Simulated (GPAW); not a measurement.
Set up this calculation in GPAW 26.7.0, as an ASE script.

- Task: equation of state
- Functional: revTPSS
- Dispersion: D4
- Potentials or basis: GPAW PAW data sets (gpaw-data 1.2.1)
- Cutoff: 800 eV
- Basis: pw
- k mesh: 10 × 10 × 10
- Occupations: fermi-dirac, width 0.05 eV
- Spin: no spin polarisation
- Eigensolver: davidson
- Maxiter: 150
- Eos scales: [0.94, 0.96, 0.98, 1.0, 1.02, 1.04, 1.06]

GaN:

```
Ga N
1.0
     0.00000    2.25350    2.25350
     2.25350    0.00000    2.25350
     2.25350    2.25350    0.00000
Ga N
1 1
Direct
  0.00000 0.00000 0.00000
  0.25000 0.25000 0.25000
```

The cell is a database's computed one.

One way to write it, as run:

run.py

```python
from ase import Atoms
from ase.calculators.mixing import SumCalculator
from ase.eos import EquationOfState
from ase.io import Trajectory
from ase.units import GPa
from dftd4.ase import DFTD4
from gpaw import GPAW, PW

atoms = Atoms(['Ga', 'N'],
              cell=[[0.0, 2.2535006075, 2.2535006075],
                    [2.2535006075, 0.0, 2.2535006075],
                    [2.2535006075, 2.2535006075, 0.0]],
              scaled_positions=[[0.0, 0.0, 0.0],
                                [0.25, 0.25, 0.25]],
              pbc=True)

traj = Trajectory('eos.traj', 'w')
volumes, energies = [], []
for x in [0.94, 0.96, 0.98, 1.0, 1.02, 1.04, 1.06]:
    a = atoms.copy()
    a.set_cell(atoms.cell * x**(1 / 3), scale_atoms=True)
    calc = GPAW(mode=PW(800),
                xc='MGGA_X_REVTPSS+MGGA_C_REVTPSS',
                kpts={'size': (10, 10, 10), 'gamma': True},
                occupations={'name': 'fermi-dirac', 'width': 0.05},
                nbands=11,
                convergence={'density': 1e-05, 'energy': 1e-05},
                eigensolver='davidson',
                maxiter=150,
                txt=f'eos-{x:.2f}.txt')
    a.calc = SumCalculator([calc, DFTD4(method='revtpss')])
    energies.append(a.get_potential_energy())
    volumes.append(a.get_volume())
    p = -a.get_stress()[:3].mean() / GPa
    calc.write(f'eos-{x:.2f}.gpw')
    traj.write(a)
    print(f'{x:.2f} {volumes[-1]:10.4f} A^3 {energies[-1]:14.6f} eV {p:9.3f} GPa', flush=True)

v0, e0, B = EquationOfState(volumes, energies, eos='birchmurnaghan').fit()
print(f'V0 = {v0:.4f} A^3, E0 = {e0:.6f} eV, B0 = {B / GPa:.2f} GPa')
```

Potentials or basis: GPAW PAW data sets (gpaw-data 1.2.1), pw.

Run with:

```sh
$ OMP_NUM_THREADS=1 python run.py
```

Results of the run:

```yaml
Equilibrium_volume: "11.66 Å³/atom (rough: see the caveat)"
Bulk_modulus: 210 GPa (rough)
```

Caveat: the data sets keep Ga 3d, Li 1s and Be 1s frozen, and some such compounds lay over 1.5 % in volume off other programs; the points scatter about the fit; the PAW data sets were made with another functional, which shifts forces and pressure a little.

Wall time 9.5 min on 1 thread of Arm Neoverse V1, with other jobs on the host, peak memory 0.58 GiB.
